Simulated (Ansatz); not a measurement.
Electric field gradients in CoO

Computed with DFT PBEsol, scalar-relativistic, plane waves, PAW in Ansatz. Cutoff 420 eV, 18×18×18 k-points (Γ-centred), Gaussian smearing of 0.20 eV. Collinear spin, site moments -1.7, 1.9, -0.1, 0.2 μB.

The cell, relaxed at this level:
```xyz
4
Lattice="1.5646 0.9033 4.9502 -1.5646 0.9033 4.9502 0.0000 -1.8067 4.9502" Properties=species:S:1:pos:R:3 pbc="T T T"
Co    0.0000    0.0000   14.8899
Co    0.0000    0.0000    7.3949
O     0.0000    0.0000    5.5390
O     0.0000    0.0000   13.0153
```

In a metal these results depend on the k mesh and the smearing. A semilocal functional can close a gap that the real compound has.

Q: Give V_zz (10²¹ V/m²) and the asymmetry η at each distinct site.

A:
```tsv
atom	V_zz	η
Co (atom 1)	3.00	0.00
Co (atom 2)	3.84	0.00
O (atom 3)	0.029	0.00
O (atom 4)	1.59	0.00
```

This zinc-blende form isn't the usual stable structure of the compound.

Cost: 1 run of about 1.9 core-minutes, on Arm Neoverse V1 (shared hosts).